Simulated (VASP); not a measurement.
Runs of VASP 6.6.1 on SiGe. The structure is trigonal, space group R-3m (No. 166). The conventional cell has a = 3.921 Å, b = 3.921 Å, c = 19.207 Å, α = 90.00°, β = 90.00°, γ = 120.00°. Around Ge (site symmetry 3m) lie 1 Si at 2.40 Å and 3 Ge at 2.40 Å. Si (site symmetry 3m) has 1 Ge at 2.40 Å and 3 Si at 2.40 Å as nearest neighbours. The cell comes from a database or a generator and needn't be the stable form of this composition.

```csv
task,level,potentials or basis,cell,k mesh,cutoff (eV),gap on the mesh (eV),pressure (GPa),relaxed volume (Å³/atom)
relaxation of cell and atoms,PBEsol,"VASP PAW PBE potentials, release 64 (Ge, Si)",relaxed,12 × 12 × 12,580,0.32,0.0,21.50
relaxation of cell and atoms,LDA,"VASP PAW LDA potentials, release 64 (Ge_d, Si)",relaxed,12 × 12 × 12,600,0.31,0.0,(a)
relaxation of cell and atoms,PBEsol,"VASP PAW PBE potentials, release 64 (Ge_d, Si)",relaxed,12 × 12 × 12,600,0.33,0.0,21.32
relaxation of cell and atoms,PBEsol,"VASP PAW PBE potentials, release 64 (Ge_d, Si)",relaxed,6 × 6 × 4,600,0.45,0.0,21.31
single point,PBEsol,"VASP PAW PBE potentials, release 64 (Ge_d, Si)",as given,12 × 12 × 12,520,(b),0.2,-
```

Alike in all rows: no spin polarisation; smearing gaussian 0.02 eV.

Fill in the values left out.

(a) 20.87; (b) 0.44.

Caveats: the PAW data sets were made with another functional, which shifts forces and pressure a little (some runs).

A k mesh can miss the band edges, and the runs leave out spin-orbit coupling on Ge.

The runs don't all hold the same shells in valence.

Runs at the PBE level aren't shown here.
